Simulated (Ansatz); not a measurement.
The system is CdTe.

```
CELL_PARAMETERS angstrom
0.00000 3.20500 3.20500
3.20500 0.00000 3.20500
3.20500 3.20500 0.00000
ATOMIC_POSITIONS crystal
Te 0.75000 0.75000 0.75000
Cd 0.00000 0.00000 0.00000
```

Base run:

```yaml
Program: Ansatz 0.2.0
Functional: PBEsol
Potentials_or_basis: all-electron LAPW, relativistic spinors
Cutoff: 260 eV
Density_cutoff: 1039 eV
Basis_error_allowed: 0.001 eV/atom
k_mesh: 5 × 5 × 5
Occupations: fermi-dirac, width 0.05 eV
Spin: spin-orbit coupling, no magnetisation
```

Its results: band gap on the k mesh 0.48 eV, direct; pressure 1.8 GPa.

Problem. The run is repeated on the same cell with these changes: functional from PBEsol to PBE. What comes out?

Solution. Band gap on the k mesh 0.60 eV, direct; pressure 4.3 GPa.

PBE binds less tightly than PBEsol, so the same cell stands under more pressure.

Not every run made on this cell is shown here.
